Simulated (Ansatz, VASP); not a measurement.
Two plane-wave programs on BeS

Contents of INCAR:

```
SYSTEM = BeS
PREC = Accurate ; ENCUT = 520
EDIFF = 1E-7 ; ISMEAR = -1
SIGMA = 0.05 ; LREAL = .False.
LASPH = .True. ; NELM = 100
ALGO = Normal ; ISIF = 2
LWAVE = .False. ; LCHARG = .False.
GGA = PS ; NBANDS = 11
```

KPOINTS

```
regular mesh
0
Gamma
  9 9 9
  0 0 0
```

The input POSCAR:

```
BeS
1.0
    0.0000000000      2.4410600707      2.4410600707
    2.4410600707      0.0000000000      2.4410600707
    2.4410600707      2.4410600707      0.0000000000
S Be
1 1
Direct
    0.7500000000      0.7500000000      0.7500000000
    0.0000000000      0.0000000000      0.0000000000
```

Contents of input.yaml:

```yaml
crystal:
  lattice:
    - [0.0, 2.4410600707, 2.4410600707]
    - [2.4410600707, 0.0, 2.4410600707]
    - [2.4410600707, 2.4410600707, 0.0]
  atoms:
    - { symbol: S, position: [0.75, 0.75, 0.75] }
    - { symbol: Be, position: [0.0, 0.0, 0.0] }
hamiltonian:
  xc: pbesol
  pseudopotentials: { kind: paw }
kpoints:
  mp_grid: { grid: [9, 9, 9] }
scf:
  occupations: { method: fermi_dirac, width: 0.05 }
output:
  forces: true
  stress: true
  eigenvalues: true
```

Change from the starting cell: volume scaled by 1.02.

Alike in both runs: task single point; functional PBEsol; k mesh 9 × 9 × 9; occupations fermi-dirac, width 0.05 eV; no spin polarisation.

|  | VASP | Ansatz |
| --- | --- | --- |
| version | VASP 6.6.1 | Ansatz 0.2.0 |
| potentials or method | VASP PAW PBE potentials, release 64 (S, Be) | Ansatz PAW |
| plane-wave cutoff (eV) | 520 | 420 |
| valence electrons in the cell | 8 | 8 |

Ansatz gave:

```
gap on the k mesh at the Fermi level (eV) : 3.06
least direct gap on the mesh (eV)         : 5.54
pressure (GPa)                            : -2.5
```

Problem. What did VASP give for the same quantities?

Solution. gap on the k mesh at the Fermi level (eV): 3.07; least direct gap on the mesh (eV): 5.54; pressure (GPa): -2.4.

Caveats: the PAW data sets were made with another functional, which shifts forces and pressure a little (VASP); an odd mesh through Γ misses points on the zone boundary, where band edges often lie (VASP); odd divisions of the mesh miss points on the zone boundary, where band edges often lie, so the gap on the mesh can be too wide (Ansatz); the PAW data sets come from PBE, with cores solved anew for the run's functional, which leaves a small shift of forces and pressure (Ansatz).
